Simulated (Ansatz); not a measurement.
**How EuS answers to pressure**

```cif
data_structure
_symmetry_space_group_name_H-M 'Fm-3m'
_symmetry_Int_Tables_number 225
_cell_length_a 5.9570
_cell_length_b 5.9570
_cell_length_c 5.9570
_cell_angle_alpha 90.000
_cell_angle_beta 90.000
_cell_angle_gamma 90.000
_cell_volume 211.39
loop_
_atom_site_label
_atom_site_type_symbol
_atom_site_symmetry_multiplicity
_atom_site_Wyckoff_symbol
_atom_site_fract_x
_atom_site_fract_y
_atom_site_fract_z
_atom_site_occupancy
Eu1 Eu 4 a 0.00000 0.00000 0.00000 1
S1 S 4 b 0.50000 0.00000 0.00000 1
```

The runs use the primitive cell with vectors (0.000, 2.978, 2.978), (2.978, 0.000, 2.978), (2.978, 2.978, 0.000) Å, to which the k mesh refers.

The cell is COD entry 1010394, as deposited and not checked against the literature; nothing was relaxed. It is an old determination, and later ones may differ.

Semilocal functionals without a Hubbard term describe localised f shells poorly; where the shell is localised, the real material differs.

The magnetic state is the one reached from the start moments; no search over orders was made, so it needn't be the ground state.

Spin–orbit coupling is left out, though it moves levels of the heavy atoms by tenths of an eV or more.

Computed with Ansatz 0.2.0, DFT, PBE, all-electron LAPW, scalar-relativistic.

Settings: a Γ-centred 10×10×10 k mesh, Fermi–Dirac smearing of 0.05 eV, basis error target 0.25 meV/atom, spin-polarised from start moments Eu1 7 μB.

The cell is scaled evenly with fractional coordinates held.

```
V/V(cell)  P (GPa)  cell moment (μB)
   0.9800    -1.53             6.980
   1.0000    -2.39             6.986
   1.0200    -3.16             6.990
   1.0600    -4.47             6.996
```

Question: From the rows at 0.9800 and 1.0200, what is the bulk modulus at the cell's volume?

Answer: B = −ΔP/Δln V = −[(-3.16) − (-1.53)]/0.04001 = 40.7 GPa. This is the modulus at -2.39 GPa, not at zero pressure.

Question: How does the moment scale with volume?

Answer: dln M/dln V = ln(6.990/6.980)/0.04001 = 0.04: the moment hardly moves, as with a saturated or integer moment.

Question: Predict the row at V/V(cell) = 0.9405. How far is a linear estimate of P off?

Answer: P = 0.48 GPa, moment 6.963 μB. The linear estimate P(cell) − B ln(V/V(cell)) = 0.11 GPa misses by 0.37 GPa, since the modulus grows under compression.
